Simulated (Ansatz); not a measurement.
Write the native input for Ansatz 0.2.0 that does the following.

- Task: band structure
- Functional: PBEsol
- Potentials or basis: all-electron LAPW, scalar-relativistic
- Cutoff: 213 eV (chosen from the basis error)
- Basis error allowed: 0.001 eV/atom
- k mesh: 8 × 8 × 8
- Occupations: fermi-dirac, width 0.05 eV
- Spin: no spin polarisation

Hf:

```
CELL_PARAMETERS angstrom
-1.80500 1.80500 1.80500
1.80500 -1.80500 1.80500
1.80500 1.80500 -1.80500
ATOMIC_POSITIONS crystal
Hf 0.00000 0.00000 0.00000
```

This isn't the form of Hf at room conditions, which is hcp.

The input as run:

input.yaml

```yaml
crystal:
  lattice:
    - [-1.805, 1.805, 1.805]
    - [1.805, -1.805, 1.805]
    - [1.805, 1.805, -1.805]
  atoms:
    - { symbol: Hf, position: [0.0, 0.0, 0.0] }
kpoints:
  mp_grid: { grid: [8, 8, 8] }
  band_path:
    path:
      - [0.0, 0.0, 0.0]
      - [0.5, -0.5, 0.5]
      - [0.0, 0.0, 0.5]
      - [0.0, 0.0, 0.0]
      - [0.25, 0.25, 0.25]
      - [0.5, -0.5, 0.5]
    npoints: 12
scf:
  occupations: { method: fermi_dirac, width: 0.05 }
hamiltonian:
  xc: pbesol
  pseudopotentials: { kind: all_electron, lapw: { basis_error: 0.001 } }
output:
  forces: true
  stress: true
  eigenvalues: true
```

Potentials or basis: all-electron LAPW, scalar-relativistic.

The run is started by

```console
$ ansatz run input.yaml --threads 1 --pin off --max-ram 3072MiB --backend cpu --events-out ev --progress --plain --runs-dir out
```

It gave:

```json
{
 "Pressure": "-9.3 GPa",
 "Band gap along the path": "none (metal or under the smearing width)"
}
```

Caveat: the k mesh is thin for a metal, which can move the energy by tens of meV per atom; spin-orbit coupling is left out, which moves the levels of the heavy elements.

Wall time 4.8 s on 1 thread of Arm Neoverse V2 (shared host), peak memory 0.23 GiB.
